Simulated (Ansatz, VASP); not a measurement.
## Two plane-wave programs on BeTe

The input POSCAR:

```
BeTe
1.0
    0.0000000000      2.7700000000      2.7700000000
    2.7700000000      0.0000000000      2.7700000000
    2.7700000000      2.7700000000      0.0000000000
Te Be
1 1
Direct
    0.7500000000      0.7500000000      0.7500000000
    0.0000000000      0.0000000000      0.0000000000
```

The input INCAR.step1:

```
ALGO = Normal
EDIFF = 1E-5
ENCUT = 520
GGA = PE
ISIF = 2
ISMEAR = -1
LASPH = T
LCHARG = F
LREAL = F
LWAVE = T
NELM = 60
PREC = Accurate
SIGMA = 0.05
```

File INCAR.step2:

```
AEXX = 0.2
AGGAC = 0.81
AGGAX = 0.72
ALDAC = 0.19
ALGO = Normal
EDIFF = 1E-7
ENCUT = 520
GGA = B3
HFRCUT = -1
ISIF = 2
ISMEAR = -1
ISTART = 1
LASPH = T
LCHARG = F
LHFCALC = T
LREAL = F
LWAVE = F
NELM = 60
PREC = Accurate
PRECFOCK = Fast
SIGMA = 0.05
```

Contents of KPOINTS:

```
k-points
0
Gamma
  4 4 4
```

KPOINTS_OPT

```
path GXWKGLUWLK,UX
12
line-mode
reciprocal
 0.0000000000  0.0000000000  0.0000000000  G
 0.5000000000  0.0000000000  0.5000000000  X

 0.5000000000  0.0000000000  0.5000000000  X
 0.5000000000  0.2500000000  0.7500000000  W

 0.5000000000  0.2500000000  0.7500000000  W
 0.3750000000  0.3750000000  0.7500000000  K

 0.3750000000  0.3750000000  0.7500000000  K
 0.0000000000  0.0000000000  0.0000000000  G

 0.0000000000  0.0000000000  0.0000000000  G
 0.5000000000  0.5000000000  0.5000000000  L

 0.5000000000  0.5000000000  0.5000000000  L
 0.6250000000  0.2500000000  0.6250000000  U

 0.6250000000  0.2500000000  0.6250000000  U
 0.5000000000  0.2500000000  0.7500000000  W

 0.5000000000  0.2500000000  0.7500000000  W
 0.5000000000  0.5000000000  0.5000000000  L

 0.5000000000  0.5000000000  0.5000000000  L
 0.3750000000  0.3750000000  0.7500000000  K

 0.6250000000  0.2500000000  0.6250000000  U
 0.5000000000  0.0000000000  0.5000000000  X
```

Contents of input.yaml:

```yaml
crystal:
  lattice:
    - [0.0, 2.77, 2.77]
    - [2.77, 0.0, 2.77]
    - [2.77, 2.77, 0.0]
  atoms:
    - { symbol: Te, position: [0.75, 0.75, 0.75] }
    - { symbol: Be, position: [0.0, 0.0, 0.0] }
hamiltonian:
  xc: b3lyp
  pseudopotentials: { kind: paw }
kpoints:
  mp_grid: { grid: [4, 4, 4] }
  band_path:
    path:
      - [[0.0, 0.0, 0.0], [0.5, 0.0, 0.5], [0.5, 0.25, 0.75], [0.375, 0.375, 0.75], [0.0, 0.0, 0.0], [0.5, 0.5, 0.5], [0.625, 0.25, 0.625], [0.5, 0.25, 0.75], [0.5, 0.5, 0.5], [0.375, 0.375, 0.75]]
      - [[0.625, 0.25, 0.625], [0.5, 0.0, 0.5]]
    npoints: 4
scf:
  occupations: { method: fermi_dirac, width: 0.05 }
  n_extra_bands: 6
output:
  forces: true
  stress: true
  eigenvalues: true
  fatbands: false
```

Alike in both runs: task band structure; functional B3LYP; k mesh 4 × 4 × 4; occupations fermi-dirac, width 0.05 eV; no spin polarisation.

```csv
,VASP,Ansatz
version,VASP 6.6.1,Ansatz 0.2.0
potentials or method,"VASP PAW PBE potentials, release 64 (Te, Be)",Ansatz PAW
plane-wave cutoff (eV),520,420
valence electrons in the cell,8,18
```

```csv
,VASP,Ansatz,Ansatz less VASP
gap on the k mesh at the Fermi level (eV),3.21,3.23,+0.021
least direct gap on the mesh (eV),4.94,4.95,+0.008
gap along the band path (eV),3.21,3.23,+0.021
pressure (GPa),6.2,6.2,-0.02
```

The functional is the same, so the differences come from potentials, cutoffs and numerics. The two sets of potentials don't hold the same shells in valence.

Caveats: the k mesh is coarse (spacing up to 0.49 Å⁻¹), so the values aren't converged, least of all with exact exchange; spin-orbit coupling is left out, which moves the levels of the heavy elements; the PAW data sets were made with another functional, which shifts forces and pressure a little (VASP); the PAW data sets come from PBE, with cores solved anew for the run's functional, which leaves a small shift of forces and pressure (Ansatz); the thresholds are loose for stress (Ansatz).
